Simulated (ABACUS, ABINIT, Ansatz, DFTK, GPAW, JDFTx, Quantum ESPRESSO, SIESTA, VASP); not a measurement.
## MgO: programs and potentials compared

```
Mg O
1.0
     0.00000    2.09700    2.09700
     2.09700    0.00000    2.09700
     2.09700    2.09700    0.00000
Mg O
1 1
Direct
  0.00000 0.00000 0.00000
  0.50000 0.50000 0.50000
```

The cell is a database's computed one, not the measured one.

Alike in all runs: task single point; functional PBE; k mesh 11 × 11 × 11; occupations fermi-dirac, width 0.05 eV; no spin polarisation; no spin-orbit coupling. Pressure is positive in compression and, in plane waves, holds the error of the finite cutoff, which Ansatz's Pulay term estimates and takes out.

```tsv
program and potentials	plane-wave cutoff (eV)	notes	pressure (GPa)
SIESTA, files PseudoDojo sr-pbe-0.4.1-standard, DZP (energy shift 0.003 Ry; two zetas on semicore shells)	-	atomic basis; 8 valence electrons an atom on average	10.54
ABINIT, JTH PAW PBE v2.0	626	8 valence electrons an atom on average	?
Ansatz, all-electron LAPW, scalar-relativistic	-	-	6.97
JDFTx, PseudoDojo-SR-PBE-0.5-standard with smoothed tails	1143	8 valence electrons an atom on average	6.74
GPAW, GPAW PAW data sets (gpaw-data 1.2.1)	800	8 valence electrons an atom on average	6.97
Ansatz, Ansatz PAW (earlier soft set)	420	8 valence electrons an atom on average; Pulay term of +0.36 GPa included	6.99
ABACUS, PseudoDojo NC SR 0.4.1 PBE standard, plane waves	1143	8 valence electrons an atom on average	6.75
Quantum ESPRESSO, SSSP 1.3 efficiency PBE	748	4 valence electrons an atom on average	6.35
JDFTx, PseudoDojo-SR-PBE-0.5-standard	1143	8 valence electrons an atom on average	6.75
DFTK, PseudoDojo SR PBE 0.4.1 standard (PBE)	1143	8 valence electrons an atom on average	6.74
VASP, PBE PAW files Mg, O, 520 eV	520	4 valence electrons an atom on average	6.19
```

Problem. Estimate from the other rows what the run with ABINIT, JTH PAW PBE v2.0 gave.

Solution. Pressure 7.07 GPa. The other rows, which needn't bracket it: pressure 6.19 to 10.54.
